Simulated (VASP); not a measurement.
# Al (P6_3/mmc) in VASP: single point with PBEsol

Aim: the single point of Al with PBEsol.

All numbers are computed with VASP 6.6.1; they aren't measurements. Logs are shortened: lines on timing, memory, paths and dates and some standing lists are left out, and cuts for length are marked.

## 1. The crystal as given

Symmetry: P6_3/mmc, No. 194, hexagonal system. Conventional cell: a = 2.812 Å, b = 2.812 Å, c = 4.867 Å, α = 90.00°, β = 90.00°, γ = 120.00°. Al (site symmetry -6m2) has 12 Al at 2.81 to 2.93 Å as nearest neighbours.

This isn't the form of Al at room conditions, which is fcc.

## 2. Single point, PBEsol

INCAR reads:

```
ALGO = Fast
EDIFF = 1E-6
ENCUT = 520
GGA = PS
ISIF = 2
ISMEAR = 0
LASPH = T
LCHARG = F
LREAL = F
LWAVE = F
NBANDS = 10
NELM = 100
PREC = Accurate
SIGMA = 0.1
```

KPOINTS reads:

```
k-points
0
Gamma
  9 9 4
```

POSCAR reads:

```
Al
1.0
    2.8124553515      0.0000000000      0.0000000000
   -1.4062276757      2.4356577814      0.0000000000
    0.0000000000      0.0000000000      4.8668500000
Al
2
Direct
    0.6666666700      0.3333333300      0.7500000000
    0.3333333300      0.6666666700      0.2500000000
```

Potentials or basis: VASP PAW PBE potentials, release 64 (Al).

On the command line:

```console
$ cat potpaw_PBE.64/Al/POTCAR > POTCAR
$ mpirun -np 1 vasp_std > vasp.out
```

OUTCAR:

```text
EDIFF = 1E-6
   ENCUT = 520
   GGA = PS
   ISIF = 2
   ISMEAR = 0
   LASPH = T
   LREAL = F
   NELM = 100
   PREC = Accurate

 ion  position               nearest neighbor table
   1  0.667  0.333  0.750-   2 2.93   2 2.93   2 2.93   2 2.93   2 2.93   2 2.93
   2  0.333  0.667  0.250-   1 2.93   1 2.93   1 2.93   1 2.93   1 2.93   1 2.93

  LATTYP: Found a hexagonal cell.
 ALAT       =     2.8124553515
 C/A-ratio  =     1.7304630267

  Lattice vectors:

 A1 = (   2.8124553515,   0.0000000000,   0.0000000000)
 A2 = (  -1.4062276757,   2.4356577814,   0.0000000000)
 A3 = (   0.0000000000,   0.0000000000,   4.8668500000)

Analysis of symmetry for initial positions (statically):
=====================================================================
 Subroutine PRICEL returns:
 Original cell was already a primitive cell.

 Routine SETGRP: Setting up the symmetry group for a
 hexagonal supercell.

 Subroutine GETGRP returns: Found 24 space group operations
 (whereof 12 operations were pure point group operations)
 out of a pool of 24 trial point group operations.

The static configuration has the point symmetry D_3d.
 The point group associated with its full space group is D_6h.

Analysis of symmetry for dynamics (positions and initial velocities):
=====================================================================
 Subroutine PRICEL returns:
 Original cell was already a primitive cell.

 Routine SETGRP: Setting up the symmetry group for a
 hexagonal supercell.

 Subroutine GETGRP returns: Found 24 space group operations
 (whereof 12 operations were pure point group operations)
 out of a pool of 24 trial point group operations.

The dynamic configuration has the point symmetry D_3d.
 The point group associated with its full space group is D_6h.

 Subroutine INISYM returns: Found 24 space group operations
 (whereof 12 operations are pure point group operations),
 and found     1 'primitive' translations

----------------------------------------------------------------------------------------

                                     Primitive cell

  volume of cell :      33.3388

  direct lattice vectors                    reciprocal lattice vectors
     2.812455352  0.000000000  0.000000000     0.355561200  0.205283355  0.000000000
    -1.406227676  2.435657781  0.000000000     0.000000000  0.410566709  0.000000000
     0.000000000  0.000000000  4.866850000     0.000000000  0.000000000  0.205471712

  length of vectors
     2.812455352  2.812455351  4.866850000     0.410566709  0.410566709  0.205471712

  position of ions in fractional coordinates (direct lattice)
     0.666666670  0.333333330  0.750000000
     0.333333330  0.666666670  0.250000000

  ion indices of the primitive-cell ions
   primitive index   ion index
                 1           1
                 2           2

----------------------------------------------------------------------------------------

 KPOINTS: k-points

Automatic generation of k-mesh.
 Grid dimensions read from file:
 generate k-points for:    9    9    4

 Generating k-lattice:

  Cartesian coordinates                     Fractional coordinates (reciprocal lattice)
     0.039506800  0.022809262  0.000000000     0.111111111  0.000000000  0.000000000
     0.000000000  0.045618523  0.000000000     0.000000000  0.111111111  0.000000000
     0.000000000  0.000000000  0.051367928     0.000000000  0.000000000  0.250000000

  Length of vectors
     0.045618523  0.045618523  0.051367928

  Shift w.r.t. Gamma in fractional coordinates (k-lattice)
     0.000000000  0.000000000  0.000000000

 Subroutine IBZKPT returns following result:
 ===========================================

 Found     36 irreducible k-points:

 Following reciprocal coordinates:
            Coordinates               Weight
  0.000000  0.000000  0.000000      1.000000
  0.111111  0.000000  0.000000      6.000000
  0.222222  0.000000  0.000000      6.000000
  0.333333  0.000000  0.000000      6.000000
  0.444444  0.000000  0.000000      6.000000
  0.111111  0.111111  0.000000      6.000000
[... 16 lines left out ...]
  0.333333  0.222222  0.250000     24.000000
  0.333333  0.333333  0.250000      4.000000
 [... further k-points ...]
   k-points           NKPTS =     36   k-points in BZ     NKDIM =     36   number of bands    NBANDS=     10
   number of dos      NEDOS =    301   number of ions     NIONS =      2
   total plane-waves  NPLWV =  20736
   dimension x,y,z NGX =    24 NGY =   24 NGZ =   36
   dimension x,y,z NGXF=    48 NGYF=   48 NGZF=   72
   ions per type =               2
   NGX,Y,Z   is equivalent  to a cutoff of  14.19, 14.19, 12.30 a.u.
   NGXF,Y,Z  is equivalent  to a cutoff of  28.37, 28.37, 24.59 a.u.
 SYSTEM =  unknown system
   PREC   = accura    normal or accurate (medium, high low for compatibility)
   ISTART =      0    job   : 0-new  1-cont  2-samecut
   ICHARG =      2    charge: 1-file 2-atom 10-const
   ISPIN  =      1    spin polarized calculation?
   LNONCOLLINEAR =      F non collinear calculations
   LSORBIT =      F    spin-orbit coupling
   LASPH  =      T    aspherical Exc in radial PAW
   ENCUT  =  520.0 eV  38.22 Ry    6.18 a.u.   5.23  5.23  9.05*2*pi/ulx,y,z
   NELM   =    100;   NELMIN=  2; NELMDL= -5     # of ELM steps
   EDIFF  = 0.1E-05   stopping-criterion for ELM
   LREAL  =      F    real-space projection
   EDIFFG = 0.1E-04   stopping-criterion for IOM
   NSW    =      0    number of steps for IOM
   IBRION =     -1    ionic relax: 0-MD 1-quasi-New 2-CG
   NFREE  =      0    steps in history (QN), initial steepest desc. (CG)
   ISIF   =      2    stress and relaxation
   ISYM   =      2    0-nonsym 1-usesym 2-fastsym
   POTIM  = 0.5000    time-step for ionic-motion
   TEBEG  =    0.0;   TEEND  =   0.0 temperature during run
   PSTRESS=    0.0 pullay stress
   NELECT =       6.0000    total number of electrons
   NUPDOWN=      -1.0000    fix difference up-down
   EMIN   =  10.00;   EMAX   =-10.00  energy-range for DOS
   EFERMI =   0.00;   METHOD = LEGACY
   ISMEAR =     0;   SIGMA  =   0.10  broadening in eV -4-tet -1-fermi 0-gaus
   EFERMI_NEDOS =   21; number of points for ismear=-14 and -15
   IALGO  =     68    algorithm
   IMIX   =      4    mixing-type and parameters
     AMIX     =   0.40;   BMIX     =  1.00
     AMIX_MAG =   1.60;   BMIX_MAG =  1.00
  volume/ion in A,a.u.               =      16.67       112.49
  Fermi-wavevector in a.u.,A,eV,Ry     =   0.924291  1.746656 11.623640  0.854313
  Thomas-Fermi vector in A             =   2.050021
   LORBIT       =      0    0 simple, 1 ext, 2 COOP (PROOUT), +10 PAW based schemes
   GGA     = PS    functional components
   LHFCALC =     F    Hartree Fock is set to
   AEXX    =    0.0000 exact exchange contribution
   IVDW    =     0    specifies the selected vdW correction
   LEPSILON=     F    determine dielectric tensor
   LRPA    =     F    only Hartree local field effects (RPA)
 non-spin polarized calculation
 RMM-DIIS sequential band-by-band and
 Gauss-broadening in eV      SIGMA  =   0.10
  energy-cutoff  :      520.00
  volume of cell :       33.34
 maximum number of plane-waves:       918
 NGX is ok and might be reduce to    24
   NGX = 11   NGY = 11   NGZ = 19

 number of electron       6.0000000 magnetization

 Free energy of the ion-electron system (eV)
  ---------------------------------------------------
  ext. energy  EPLUGINS =         0.00000000
  ---------------------------------------------------
  free energy    TOTEN  =        -8.10505610 eV

  energy without entropy =       -8.10214213  energy(sigma->0) =       -8.10359911

 E-fermi :   7.7816     XC(G=0): -10.2186

 val. band max:        7.7604350886   @ k =   0.3333   0.0000   0.2500
 cond. band min:       7.9429812278   @ k =   0.3333   0.2222   0.2500
 fundamental gap:      0.1825461392
 Fermi energy:         7.7816344043

 k-point     1 :       0.0000    0.0000    0.0000
  band No.  band energies     occupation
      1      -3.2203      2.00000
      2       2.7844      2.00000
      3       3.0095      2.00000
      4      18.9779      0.00000
      5      19.2603      0.00000
      6      19.2603      0.00000
      7      19.4788      0.00000
      8      19.4788      0.00000
      9      20.2058      0.00000
     10      22.5508      0.00000

 k-point     2 :       0.1111    0.0000    0.0000
  band No.  band energies     occupation
      1      -2.9126      2.00000
      2       3.0857      2.00000
      3       3.2969      2.00000
      4      15.4101      0.00000
      5      17.2729      0.00000
      6      18.3286      0.00000
      7      19.7104      0.00000
      8      20.2736      0.00000
      9      21.3246      0.00000
     10      21.4710      0.00000

 k-point     3 :       0.2222    0.0000    0.0000
  band No.  band energies     occupation
      1      -1.9938      2.00000
      2       3.9760      2.00000
      3       4.1590      2.00000
      4      11.2976      0.00000
      5      15.7064      0.00000
      6      16.1617      0.00000
      7      17.0885      0.00000
      8      17.5996      0.00000
      9      20.5901      0.00000
     10      20.9581      0.00000

 k-point     4 :       0.3333    0.0000    0.0000
  band No.  band energies     occupation
      1      -0.4764      2.00000
      2       5.3569      2.00000
      3       5.5939      2.00000
      4       7.6862      1.82278
      5      13.0646      0.00000
      6      13.4204      0.00000
      7      14.6651      0.00000
      8      16.3134      0.00000
      9      19.6764      0.00000
     10      20.3637      0.00000

 k-point     5 :       0.4444    0.0000    0.0000
  band No.  band energies     occupation
      1       1.6173      2.00000
      2       4.2317      2.00000
      3       7.5739      1.99669
      4       7.6012      1.98928
      5      10.1735      0.00000
      6      10.3002      0.00000
      7      14.1457      0.00000
      8      15.6996      0.00000
      9      19.2204      0.00000
     10      19.7783      0.00000

 k-point     6 :       0.1111    0.1111    0.0000
  band No.  band energies     occupation
      1      -2.2994      2.00000
      2       3.6820      2.00000
      3       3.8717      2.00000
      4      13.4229      0.00000
      5      13.5853      0.00000
      6      18.5320      0.00000
      7      18.7520      0.00000
      8      18.7975      0.00000
      9      20.1003      0.00000
     10      20.1235      0.00000
[... 183 lines left out ...]
 k-point    21 :       0.4444    0.1111    0.2500
  band No.  band energies     occupation
      1       3.4083      2.00000
      2       3.4890      2.00000
      3       6.4698      2.00000
      4       6.5154      2.00000
      5      11.0877      0.00000
      6      12.1807      0.00000
      7      12.7496      0.00000
      8      14.5252      0.00000
      9      18.8589      0.00000
     10      19.4340      0.00000

 k-point    22 :       0.2222    0.2222    0.2500
  band No.  band energies     occupation
      1       0.8054      2.00000
      2       3.7914      2.00000
      3       8.5536      0.00000
      4       8.6703      0.00000
      5       9.7896      0.00000
      6      11.7414      0.00000
      7      12.0703      0.00000
      8      17.0168      0.00000
      9      17.6393      0.00000
     10      18.8984      0.00000

 k-point    23 :       0.3333    0.2222    0.2500
  band No.  band energies     occupation
      1       2.8750      2.00000
      2       5.2690      2.00000
      3       6.0945      2.00000
      4       7.9430      0.02250
      5       8.7568      0.00000
      6      10.8926      0.00000
      7      12.2459      0.00000
      8      14.5132      0.00000
      9      16.8993      0.00000
     10      20.4803      0.00000

 k-point    24 :       0.3333    0.3333    0.2500
  band No.  band energies     occupation
      1       5.1124      2.00000
      2       5.1124      2.00000
      3       5.2809      2.00000
      4       8.1219      0.00000
      5       8.4044      0.00000
      6       8.4044      0.00000
      7      14.1628      0.00000
      8      14.1628      0.00000
      9      14.3483      0.00000
     10      22.4833      0.00000

 [... further k-points ...]
[... 5 lines left out ...]
  --------------------------------------------------------------------------------------
  -------------------------------------------------------------------------------------
  Total       -0.1596386     -0.1596386     -0.2108702     -0.0000000      0.0000000      0.0000000
  in kB       -7.6718225     -7.6718225    -10.1338828     -0.0000000      0.0000000      0.0000000
  external PRESSURE =      -8.4925093 kB  Pullay stress =       0.0000000 kB

 VOLUME and BASIS-vectors are now :
 -----------------------------------------------------------------------------
  energy-cutoff  :      520.00
  volume of cell :       33.34
      direct lattice vectors                 reciprocal lattice vectors
     2.812455352  0.000000000  0.000000000     0.355561200  0.205283355  0.000000000
    -1.406227676  2.435657781  0.000000000     0.000000000  0.410566709  0.000000000
     0.000000000  0.000000000  4.866850000     0.000000000  0.000000000  0.205471712

 POSITION                                       TOTAL-FORCE (eV/Angst)
 -----------------------------------------------------------------------------------
      1.40623      0.81189      3.65014         0.000000      0.000000      0.000000
     -0.00000      1.62377      1.21671        -0.000000     -0.000000      0.000000
 -----------------------------------------------------------------------------------
    total drift:                                0.000000     -0.000000      0.000000

  FREE ENERGIE OF THE ION-ELECTRON SYSTEM (eV)
  ---------------------------------------------------
  free  energy   TOTEN  =        -8.1050560953 eV

  energy  without entropy=       -8.1021421250  energy(sigma->0) =       -8.10359911
```

Run time: 9.1 s. Hardware: 1 thread of Intel Xeon Platinum 8488C (Sapphire Rapids), shared host; peak memory 0.14 GiB.

Results:

- Free energy: -8.1051 eV
- Pressure: -0.8 GPa
- Band gap on the k mesh: none (metal or under the smearing width)

Stress tensor (GPa, compression positive):
```
-0.77  0.00  0.00
 0.00 -0.77  0.00
 0.00  0.00 -1.01
```

Levels at points of the mesh, in eV from the Fermi level:
```tsv
k point	band 1	band 2	band 3	band 4	band 5	band 6	band 7	band 8
(0.00, 0.00, 0.00)	-11.00	-5.00	-4.77	11.20	11.48	11.48	11.70	11.70
(0.00, 0.00, 0.50)	-9.45	-9.45	2.44	2.44	12.51	12.51	12.51	12.51
```

Caveat: the PAW data sets were made with another functional, which shifts forces and pressure a little.
